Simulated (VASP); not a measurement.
A run of VASP 6.6.1:

File INCAR:

```
ALGO = Normal
EDIFF = 1E-8
ENCUT = 600
ISIF = 2
ISMEAR = 0
LASPH = T
LCHARG = F
LEPSILON = T
LREAL = F
LWAVE = F
NELM = 80
PREC = Accurate
SIGMA = 0.03
```

File KPOINTS:

```
k-points
0
Monkhorst-Pack
  14 14 14
```

File POSCAR:

```
CaSe                                    
1.0
    0.0000000000      2.9005977951      2.9005977951
    2.9005977951      0.0000000000      2.9005977951
    2.9005977951      2.9005977951      0.0000000000
  Ca              Se            
     1     1
Direct
     0.0000000000000000    0.0000000000000000    0.0000000000000000
     0.5000000000000000    0.5000000000000000    0.5000000000000000
```

Potentials or basis: VASP PAW LDA potentials, release 64 (Ca_sv, Se).

Launch:

```sh
$ cat potpaw_LDA.64/Ca_sv/POTCAR potpaw_LDA.64/Se/POTCAR > POTCAR
$ mpirun -np 1 vasp_std > vasp.out
```

Hardware: 1 thread of Intel(R) Xeon(R) 6975P-C (Granite Rapids), on a shared host.

Problem. How long does it take, and how much memory?

Solution. It took 52 min on 1 thread of Intel(R) Xeon(R) 6975P-C (Granite Rapids), on a shared host, peak memory 1.4 GiB. Counts: scf iterations 177, k points 280.
